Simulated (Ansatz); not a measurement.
ZnO: a prediction, then the measurements

All numbers below come from DFT PBE, scalar-relativistic, plane waves, PAW in Ansatz 0.2.0.

Cutoff 420 eV; k points 12×12×4 on the computed 8-atom cell (Γ-centred); Gaussian smearing, width 0.02 eV; no spin polarisation.

Relaxed structure:

```
Zn O
1.0
     3.27181    0.00000    0.00000
    -1.63591    2.83347    0.00000
     0.00000    0.00000   10.63000
Zn O
4 4
Direct
  0.66667 0.33333 0.84410
  0.33333 0.66667 0.34410
  0.00000 0.00000 0.59431
  0.00000 0.00000 0.09431
  0.66667 0.33333 0.65592
  0.33333 0.66667 0.15592
  0.00000 0.00000 0.40568
  0.00000 0.00000 0.90568
```

| Quantity | Value |
| --- | --- |
| Space group | P6_3mc (No. 186) |
| Volume per atom | 12.32 Å³ |
| Formation energy from the elements' standard states (uncorrected) | -1.420 eV/atom |
| Kohn–Sham band gap | 0.69 eV, direct at Γ |
| Orbital (Löwdin) character of the top 1 eV of the valence band | O 2p 75 %, Zn 3d 23 % |
| Orbital (Löwdin) character of the lowest 1 eV of the conduction band | Zn 4s 55 %, O 2p 22 %, O 2s 19 % |
| Electron masses at the edge by direction of the standard setting (m_e; one valley, along these axes only; no spin-orbit coupling) | x: 0.13; y: 0.13; z: 0.13 |
| Hole masses at the edge by direction of the standard setting (m_e; one valley, along these axes only; no spin-orbit coupling) | x: 2.7, 0.14; y: 2.8, 0.14; z: 2.9, 2.9 |
| Bader charge by site (e) | Zn (2 in the cell) 1.21, Zn (2 in the cell) 1.21, O (2 in the cell) -1.21, O (2 in the cell) -1.21 |

**Against measurements.**

A measured lattice constant a of ZnO is 3.249 Å (300 K; a printed reference work (textbook)); the calculated 3.272 Å exceeds it by 0.7 %. The calculation is for 0 K without zero-point motion. Against the measured band gap of ZnO, 3.44 eV (direct; 300 K; a printed reference work (textbook)), the calculated 0.69 eV is off by -2.75 eV. Kohn–Sham gaps of semilocal functionals fall short of measured ones as a rule.

The cell was found from a structure generator's guess, not taken from experiment. Löwdin shares on free-atom orbitals overweight diffuse shells in the empty bands.
